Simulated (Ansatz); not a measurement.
# In2Se2 sheet: levels of theory, part 2 of 2

Aim: for In2Se2 sheet, compare levels of theory; the runs are relaxing the atoms and single point.

Ansatz 0.2.0; DFT PBE+D3(BJ), scalar-relativistic, plane waves, PAW, and further levels as typed in the inputs. Earlier steps stand in the parts before.

## (5) Single point: HSE06

It takes the final geometry of step 2.

Contents of input.yaml:

```yaml
crystal:
  lattice:
    - [4.0, 0.0, 0.0]
    - [-2.0, 3.4987426313, 0.0]
    - [0.0, 0.0, 34.5600000019]
  atoms:
    - { symbol: Se, position: [0.3327560791, 0.6655121582, 0.2602312022] }
    - { symbol: In, position: [0.0005772543, 0.0011545085, 0.2978219864] }
    - { symbol: In, position: [0.0005772543, 0.0011545085, 0.3786826432] }
    - { symbol: Se, position: [0.3327560791, 0.6655121582, 0.4162734273] }
  periodic: [true, true, false]
scf:
  occupations: { method: gaussian, width: 0.01 }
  n_extra_bands: 6
output:
  eigenvalues: true
  eigenstates: { kpoints: [[0.0, 0.0, 0.0]], top_band: c3, e_range: [-3, 4] }
  write_density: true
  write_potential: true
  elf: true
  volumetric_format: npy
kpoints:
  mp_grid: { grid: [10, 10, 1] }
hamiltonian:
  xc: hse06
```

Run with:

```console
ansatz run input.yaml --threads 4 --pin off --max-ram 12288MiB --backend cpu --events-out ev --progress --plain --runs-dir out
```

What it wrote:

```text
Warning: RAYON_NUM_THREADS=4 ignored (pool sized by the plan → 4); use --threads N
scf.n_extra_bands = 6 over 29 filled bands (N_el = 58.0): the run solves 35 bands
Engine: ansatz 0.2.0, aarch64-unknown-linux-gnu
Pseudopotentials: kind: paw
Pseudopotential: Se, paw, valence charge 16, recommended cutoff 420 eV (normal), Se.paw.azcp
Pseudopotential: In, paw, valence charge 13, recommended cutoff 420 eV (normal), In.paw.azcp
Functional definition: HSE06
  parameter a = 0.25
  parameter omega = 0.11/bohr
  exchange = pbe_x - a*pbe_x_sr(omega) + a*exact_x_sr(omega)
  correlation = pbe_c
Crystal: 4 atoms, lattice volume = 483.666 Å³
Basis set: ecut = 420 eV, 9523 PW (Γ)
Bands: 35, of which v1, the nominal top of the filled ones, is band 29 counted from 1 (28 counted from 0)
Symmetry: 4 space group operations
Space group: Amm2 (ITA 38), of the structure as read, at distance tolerance 7.8e-5 Å
k-points: 31 of 100 (time reversal used)
Non-local potential: Se, projectors of the file, l = 0: 2, l = 1: 2, l = 2: 3, l = 3: 1
Non-local potential: In, projectors of the file, l = 0: 2, l = 1: 2, l = 2: 2, l = 3: 2
PAW form: soft (Blöchl's): semilocal exchange-correlation on the pseudo side does not see the compensation charge
PAW frozen core: Se, regenerated for the run's functional, and the local potential with it (the file was generated under x = pbe(κ = 0.804, μ = 0.2195149727645171), c = pbe(β = 0.06672455060314922))
PAW frozen core: In, regenerated for the run's functional, and the local potential with it (the file was generated under x = pbe(κ = 0.804, μ = 0.2195149727645171), c = pbe(β = 0.06672455060314922))
PAW one-centre angular grid: Se, 590 points (default); XC on 64 Gauss nodes
PAW one-centre angular grid: In, 590 points (default); XC on 64 Gauss nodes
Initial density: superposition of atomic densities (neutral atoms: chi_scale 0, normalization atom), corrected by the library's trained network
Initial wavefunctions: pseudopotential atomic-orbital guess
Functional: x = pbe(κ = 0.804, μ = 0.2195149727645171), c = pbe(β = 0.06672455060314922), warm-up for x = pbe(κ = 0.804, μ = 0.2195149727645171) + 0.25 (exact − pbe) at short range (hse, ω = 0.20786987370883472 Å⁻¹), c = pbe(β = 0.06672455060314922); HSE06 as pw.x's `hse` composes it (authors' and Libxc's form: `xc: wpbeh`)
SCF iter   1: F=—  HF=-22135.925659 eV  |F-HF|=—  |Δ(HF+E_count)|=         —  Δρ=1.15e-3  dr2=1.58e-2  ethr=1.77e-3  ⟨swp⟩=12.2  Hψ=4783  notcnv=3
preconditioner: auto → none  [insulator: Δε(μ)=1.653 eV  Ē_g=13.873 eV  σ=0.010 eV  W_gap=1.00  n_scr=62 (ndim 8)  ℏωp=10.4 eV  f_vac=0.742  D(μ)=0.00/eV (n_scr^D=0)]
SCF iter   2: F=—  HF=-22135.929216 eV  |F-HF|=—  |Δ(HF+E_count)|=   3.56e-3  Δρ=9.06e-4  dr2=2.81e-2  ethr=2.72e-5  ⟨swp⟩=7.1  Hψ=3514  notcnv=0  defer=36
iter 3 solved again at ethr=2.29e-6 eV; its pass at ethr=2.72e-5 eV (dr2=1.33e-3 eV) is discarded
SCF iter   3: F=—  HF=-22135.924575 eV  |F-HF|=—  |Δ(HF+E_count)|=   4.64e-3  Δρ=2.79e-4  dr2=1.38e-3  ethr=2.29e-6  ⟨swp⟩=4.3  Hψ=5324  notcnv=0  defer=26
SCF iter   4: F=-22135.924544 eV  HF=-22135.924493 eV  |F-HF|=5.06e-5  |Δ(HF+E_count)|=   8.23e-5  Δρ=1.10e-4  dr2=5.66e-5  ethr=2.29e-6  ⟨swp⟩=4.8  Hψ=2596  notcnv=0  defer=32
SCF 1 stopped early in 4 iterations: F = -22135.924544 eV  dr2 = 5.66e-5
Initial density: handed on by an earlier stage of this run
Initial wavefunctions: those handed on with the density
Functional: x = pbe(κ = 0.804, μ = 0.2195149727645171) + 0.25 (exact − pbe) at short range (hse, ω = 0.20786987370883472 Å⁻¹), c = pbe(β = 0.06672455060314922); HSE06 as pw.x's `hse` composes it (authors' and Libxc's form: `xc: wpbeh`)
Exchange kernel: α = 0.2500, screened, ω = 0.2079 Å⁻¹, Wigner–Seitz truncation, v(0) = 1046.9322 eV·Å³, q-mesh 10×10×1, nearest image of the exchange supercell L = 34.56 Å, pair-density grid 24×24×240, without the augmentation charges, whose exchange is taken in its separable form by FFT convolution over the k-point mesh (the finest that the files' search goes to), smooth part of the exact exchange by density-matrix convolution
Frozen-core exchange: fock
SCF iter   1: F=—  HF=-22146.948146 eV  |F-HF|=—  |Δ(HF+E_count)|=         —  Δρ=2.64e-3  dr2=3.99e-2  ethr=9.75e-7  ⟨swp⟩=17.9  Hψ=6354  notcnv=7
preconditioner: auto → none  [insulator: Δε(μ)=2.380 eV  Ē_g=15.766 eV  σ=0.010 eV  W_gap=1.00  n_scr=62 (ndim 8)  ℏωp=10.4 eV  f_vac=0.741  D(μ)=0.00/eV (n_scr^D=0)]
SCF iter   2: F=—  HF=-22146.938799 eV  |F-HF|=—  |Δ(HF+E_count)|=   9.35e-3  Δρ=1.46e-3  dr2=3.80e-2  ethr=9.75e-7  ⟨swp⟩=6.8  Hψ=4670  notcnv=0  defer=41
SCF iter   3: F=—  HF=-22146.933460 eV  |F-HF|=—  |Δ(HF+E_count)|=   5.34e-3  Δρ=7.21e-4  dr2=9.50e-3  ethr=9.75e-7  ⟨swp⟩=8.4  Hψ=4723  notcnv=0  defer=33
SCF iter   4: F=—  HF=-22146.947413 eV  |F-HF|=—  |Δ(HF+E_count)|=   1.40e-2  Δρ=7.11e-4  dr2=3.70e-3  ethr=9.75e-7  ⟨swp⟩=5.7  Hψ=4128  notcnv=0  defer=18
SCF iter   5: F=—  HF=-22146.946725 eV  |F-HF|=—  |Δ(HF+E_count)|=   6.88e-4  Δρ=3.32e-4  dr2=6.96e-4  ethr=9.75e-7  ⟨swp⟩=4.8  Hψ=2591  notcnv=0  defer=22
SCF iter   6: F=—  HF=-22146.946615 eV  |F-HF|=—  |Δ(HF+E_count)|=   1.10e-4  Δρ=6.58e-5  dr2=7.07e-5  ethr=8.91e-7  ⟨swp⟩=3.9  Hψ=2288  notcnv=0  defer=25
SCF iter   7: F=—  HF=-22146.947037 eV  |F-HF|=—  |Δ(HF+E_count)|=   4.21e-4  Δρ=8.01e-5  dr2=1.46e-4  ethr=3.18e-8  ⟨swp⟩=5.3  Hψ=4189  notcnv=0  defer=4
SCF iter   8: F=-22146.947005 eV  HF=-22146.947006 eV  |F-HF|=1.33e-6  |Δ(HF+E_count)|=   3.04e-5  Δρ=1.06e-5  dr2=3.21e-6  ethr=3.18e-8  ⟨swp⟩=5.1  Hψ=2829  notcnv=0  defer=2
SCF 2 stopped early in 8 iterations: F = -22146.947005 eV  dr2 = 3.21e-6
hybrid outer 1: dexx = +1.688e-2 eV, tail = 1.04e-4 eV
Exchange kernel: α = 0.2500, screened, ω = 0.2079 Å⁻¹, Wigner–Seitz truncation, v(0) = 1046.9322 eV·Å³, q-mesh 10×10×1, nearest image of the exchange supercell L = 34.56 Å, pair-density grid 24×24×240, without the augmentation charges, whose exchange is taken in its separable form by FFT convolution over the k-point mesh (the finest that the files' search goes to), smooth part of the exact exchange by density-matrix convolution
Frozen-core exchange: fock
SCF iter   1: F=—  HF=-22146.947118 eV  |F-HF|=—  |Δ(HF+E_count)|=         —  Δρ=2.70e-5  dr2=5.33e-6  ethr=8.97e-7  ⟨swp⟩=7.2  Hψ=2482  notcnv=0
preconditioner: auto → none  [insulator: Δε(μ)=2.435 eV  Ē_g=15.762 eV  σ=0.010 eV  W_gap=1.00  n_scr=62 (ndim 8)  ℏωp=10.4 eV  f_vac=0.741  D(μ)=0.00/eV (n_scr^D=0)]
SCF iter   2: F=—  HF=-22146.947119 eV  |F-HF|=—  |Δ(HF+E_count)|=   1.47e-6  Δρ=1.43e-5  dr2=6.51e-7  ethr=7.90e-9  ⟨swp⟩=4.0  Hψ=3441  notcnv=0
SCF iter   3: F=—  HF=-22146.947120 eV  |F-HF|=—  |Δ(HF+E_count)|=   6.14e-7  Δρ=7.02e-6  dr2=1.68e-7  ethr=9.77e-10  ⟨swp⟩=4.3  Hψ=2681  notcnv=0  defer=18
iter 4 solved again at ethr=2.13e-11 eV; its pass at ethr=2.69e-10 eV (dr2=1.24e-8 eV) is discarded
SCF iter   4: F=-22146.947120 eV  HF=-22146.947120 eV  |F-HF|=3.30e-9  |Δ(HF+E_count)|=   1.94e-8  Δρ=2.12e-6  dr2=1.53e-8  ethr=2.13e-11  ⟨swp⟩=5.3  Hψ=5349  notcnv=0  defer=30
SCF 3 converged in 4 iterations: F = -22146.947120 eV  dr2 = 1.53e-8
hybrid outer 2: dexx = +9.302e-7 eV, tail = 7.07e-8 eV, Δε = 2.02e-3 eV (about 1.00e-4 eV left of the loop's levels)
NSCF: frozen V_eff on 1 k-points
WARN: The output density's exchange-correlation potential varies sharply where the density is thin. Do not read a vacuum level from v_tot or v_xc, or from such a field of the output density. On a cell that repeats whose density bears no net charge and no dipole along the vacuum's axis use v_es (v_loc + v_h of the components); under efield.dipole_correction with no amplitude use v_es + v_field, which holds any external_charges[].barrier, or the levels of the report's work_function block, which leave it out; under a non-zero efield.amplitude the vacuum is tilted and has no level; on a cell that repeats and bears such a dipole with no correction it is tilted too, and efield.dipole_correction with no amplitude gives each side of its ramp a level where efield: is served; in a cell that repeats whose density bears a net charge (total_charge, or a fill off its count) it is curved and has none; of a slab under crystal.periodic whose density bears no net charge use v_es, which has a level on each side, short of where the two are joined; of another it falls or rises all the way out and has none; of a slab beside external_charges read slab_vacuum_level instead, which it has where they leave it neutral. The grid or the basis barely resolves most such structure, and the values can differ between equally converged runs; as a rule a tighter scf.convergence.dr2_threshold does not remove it. Where the density itself ripples (under the LDA too) a higher basis.ecutwfc lessens it. The files hold the spikes' plane waves up to the density's cutoff. Files: v_tot_of_output_density and the like, and their columns of v_z.tsv (output.write_potential); v_xc_of_output_density and the like, and their columns of v_comp_z.tsv (output.write_potential_components). Measured: with its Gaussian average of σ = 0.25 Å subtracted twice, the exchange-correlation potential is over 0.1 eV at 1249 of the grid points where the equally averaged density (valence and model cores) is under 1e-3 e/Å³, and 0.857 eV at the most among them, at an averaged density of 2.8e-4 e/Å³. The input density's (outcome.potential() and, of a run that writes arrays, v_tot and v_xc) is over 0.1 eV, so measured, at 1256 points of its own thin density, 0.858 eV at the most. See output.write_potential in the manual, Limitations
hybrid SCF converged: 2 outer / 12 inner (+4 warm-up), last move |dexx| = 9.30e-7 eV, tail = 7.07e-8 eV
Stability not checked: this state was not tested for a lower state beside it, because the functional holds exact exchange (a hybrid, or Hartree-Fock), whose exchange loop this test does not read (fock_operator; see scf.lower_state_search)
Free energy (F): -22146.947120 eV
Frozen-core exchange: fock
Harris-Foulkes:  -22146.947120 eV  (|F-HF|=3.30e-9)
Internal energy: -22146.947120 eV  (E = F + TS)
E sigma→0 (E₀):  -22146.947120 eV
Fermi energy:    -5.329961 eV
--- Per-component energies (eV) ---
  E_band       = -1783.609800
  E_kinetic    = 720.467454
  E_local      = -139344.178229  (includes V_loc(G=0)·N_el)
  E_nonlocal   = -457.703132
  E_hartree    = 69004.579366
  E_xc         = -508.125929
  E_vxc        = -314.487466  (∫ρ·V_xc dr)
  E_exx        = -201.069020  (= α·E_x^exact, valence–valence)
  E_paw        = -12071.361979  (= ΣΔE_a)
  E_vpaw       = 5.266269  (= ΣTr[D̂ρ^β])
  E_aug_tail   = -0.001155  (compensation charges beyond the density's cutoff)
  E_ewald      = 60711.565006
  E_core_change = -1.119502  (= ΣΔE_core)
  E_smearing   = -0.000000  (= −TS)
  E_closure    = -0.000000  (closes the sum)
  Σ components = -22146.947120   (vs F -22146.947120, Δ=7.28e-12)
--- Band table (eV; the first three rows and the last of 31) ---
  k-point 0: bands = ["-56.9082", "-56.9082", "-56.9080", "-56.9080", "-56.8824", "-56.8824", "-56.8800", "-56.8799", "-56.8699", "-56.8699", "-22.2909", "-22.1155", "-22.1132", "-22.0330", "-22.0299", "-22.0158", "-22.0155", "-21.8286", "-21.8276", "-21.7745", "-20.2609", "-20.1338", "-12.3783", "-9.8176", "-7.0809", "-7.0199", "-7.0002", "-6.9423", "-6.6111", "-4.1125", "-2.8536", "-0.5747", "-0.5064", "-0.2746", "-0.2636"]
  k-point 1: bands = ["-56.9082", "-56.9082", "-56.9080", "-56.9080", "-56.8824", "-56.8824", "-56.8800", "-56.8799", "-56.8699", "-56.8699", "-22.2897", "-22.1428", "-22.1114", "-22.0602", "-22.0231", "-22.0179", "-22.0111", "-21.8468", "-21.8295", "-21.7514", "-20.1600", "-20.0364", "-12.3172", "-9.8408", "-7.6619", "-7.5503", "-7.1490", "-7.0574", "-6.5657", "-3.6182", "-2.3044", "-1.1799", "-0.4056", "-0.2055", "-0.1203"]
  k-point 2: bands = ["-56.9082", "-56.9082", "-56.9080", "-56.9080", "-56.8824", "-56.8824", "-56.8800", "-56.8799", "-56.8699", "-56.8699", "-22.2925", "-22.2001", "-22.1260", "-22.1084", "-22.0238", "-22.0054", "-21.9980", "-21.8689", "-21.8320", "-21.7176", "-19.8899", "-19.7759", "-12.1891", "-10.0858", "-8.6704", "-8.3081", "-7.4583", "-7.3356", "-6.5789", "-2.9882", "-2.4440", "-1.0204", "-0.5672", "-0.2509", "0.1696"]
  k-point 30: bands = ["-56.9081", "-56.9081", "-56.9078", "-56.9078", "-56.8824", "-56.8824", "-56.8800", "-56.8799", "-56.8698", "-56.8698", "-22.3658", "-22.2575", "-22.2369", "-22.1221", "-22.0272", "-21.9722", "-21.9710", "-21.8821", "-21.8456", "-21.6630", "-19.0651", "-18.9922", "-12.3177", "-11.3824", "-9.3459", "-8.9453", "-8.8760", "-8.1280", "-7.2565", "-3.0807", "-2.6701", "-1.6327", "-0.5449", "0.0424", "0.8153"]
  the weakly bound empty levels are not read free of the cell's end (exact_exchange)
```

It took 42 min on 4 threads of Arm Neoverse N1, shared host; peak memory 8.9 GiB.

Axes a, b and c in the maps are those of this run's conventional cell (a, b, c = 34.560, 4.000, 6.997 Å).

Density in a lattice plane of the grid's cell (edges 34.56 and 7.00 Å, at 0.000 of the third edge), which holds Se and In.

Ten even steps from '0' (0.00 e/Å³) to '9' (41.30 e/Å³):
```
000000000000000000000000
000000000000000000000000
000000000000000000000000
000000300090000000000000
000000000000000000000000
000000020200000000000000
```
Columns run along the first of these edges and rows up along the second, over one cell in 24 and 6 even steps from the bottom left corner. Atoms in the plane (fractional): Se at (0.26, 0.33), In at (0.30, 0.00), In at (0.38, 0.00), Se at (0.42, 0.33).

ELF in the same plane.

Ten even steps from ' ' (0.00) to '@' (0.83):
```
              ::++::..                          
                                                
          --%%++  ::%%++                        
          %%++##  **..@@                        
          --@@::++::@@++                        
            ..  ++  ..                          
```
Columns run along the first of these edges and rows up along the second, over one cell in 24 and 6 even steps from the bottom left corner. Atoms in the plane (fractional): Se at (0.26, 0.33), In at (0.30, 0.00), In at (0.38, 0.00), Se at (0.42, 0.33).

Both are smooth fields of the valence electrons: close to the nuclei they are not physical.

Outside the cores ELF peaks at 0.88 beside Se, off the lines to its neighbours, 0.9 Å from Se; 0.81 on the Se–In line, 0.9 Å from Se; 0.62 between the atoms, 1.5 Å from In.

## (6) Results

What follows sums up all 2 parts.

| step | level | energy (eV) | gap on the mesh (eV) | time |
| --- | --- | --- | --- | --- |
| 2 | PBE+D3(BJ) | -22136.811 | 1.65 | 93 s |
| 3 | LDA | -21682.555 | 1.49 | 24 s |
| 4 | PBE | -22135.923 | 1.65 | 25 s |
| 5 | HSE06 | -22146.947 | 2.44 | 42 min |

Totals of different systems or levels have different zeros; only balanced differences at one level mean anything.

What this shows: The gap on the mesh runs from 1.49 eV with LDA to 2.44 eV with HSE06.
